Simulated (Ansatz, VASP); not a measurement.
**C: VASP beside Ansatz**

```
C
1.0
     2.49958    0.00000    0.00000
    -1.24979    2.16470    0.00000
     0.00000    0.00000    4.11898
C
4
Direct
  0.33333 0.66667 0.99974
  0.66667 0.33333 0.49974
  0.33333 0.66667 0.37426
  0.66667 0.33333 0.87426
```

Change from the starting cell: strained cell.

Alike in both runs: functional PBEsol; k mesh 9 × 9 × 6; occupations gaussian, width 0.02 eV; no spin polarisation.

Ansatz relaxed the structure, and its values are those at the end. VASP's run is a single point on that final structure, the one shown.

|  | VASP | Ansatz |
| --- | --- | --- |
| version | VASP 6.6.1 | Ansatz 0.2.0 |
| potentials or method | VASP PAW PBE potentials, release 64 (C) | scalar-relativistic, plane waves, PAW |
| plane-wave cutoff (eV) | 520 | 420 |
| valence electrons in the cell | 16 | 16 |

|  | VASP | Ansatz | Ansatz less VASP |
| --- | --- | --- | --- |
| gap on the k mesh at the Fermi level (eV) | 3.03 | 3.05 | +0.019 |
| least direct gap on the mesh (eV) | 4.81 | 4.81 | +0.007 |
| pressure (GPa) | 5.6 | 4.4 | -1.20 |

Ansatz warned: «pseudo_functional_mismatch».

Caveats: the PAW data sets were made with another functional, which shifts forces and pressure a little (VASP); an odd mesh through Γ misses points on the zone boundary, where band edges often lie.
